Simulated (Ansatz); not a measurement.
**Mo3Se4 at a changed volume: Electrostatic potentials at the Se nuclei**

Cell: a structure deposited in the COD, relaxed with PBE at fixed cell and then changed (volume scaled by 0.94, ions relaxed).

```xyz
14
Lattice="4.6751 2.6992 3.6604 -4.6751 2.6992 3.6604 0.0000 -5.3983 3.6604" Properties=species:S:1:pos:R:3 pbc="T T T"
Mo   -0.9222   -1.2349    4.3058
Mo    1.5306   -0.1812    4.3058
Mo   -0.6084    1.4161    4.3058
Mo    0.9222    1.2349    6.6754
Mo   -1.5306    0.1812    6.6754
Mo    0.6084   -1.4161    6.6754
Se    1.1480   -2.7290    4.5986
Se    1.7894    2.3587    4.5986
Se   -2.9374    0.3703    4.5986
Se   -1.1480    2.7290    6.3826
Se   -1.7894   -2.3587    6.3826
Se    2.9374   -0.3703    6.3826
Se    0.0000    0.0000    2.2795
Se    0.0000    0.0000    8.7017
```

Sites (sets of like atoms) are named by element and the number of their first atom in this list.

Method: Kohn–Sham DFT in Ansatz, PBE, plane waves and PAW, scalar-relativistic, 420 eV cutoff, Γ-centred 6×6×6 k-points, Fermi–Dirac smearing 0.05 eV.

The potential at a nucleus is that of all electrons and the other nuclei. A higher potential binds the core electrons more strongly, so differences between sites of one element are the initial-state part of core-level shifts.

(1) Rank the Se sites by the potential at the nucleus, lowest first, and give each against the lowest.
A. atom 13: 3 Mo at 2.55 Å
B. atom 7: 4 Mo at 2.52–2.59 Å

Answers

(1) A (0.00 V), B (0.48 V).

At this changed cell the PBE pressure is 6 GPa.
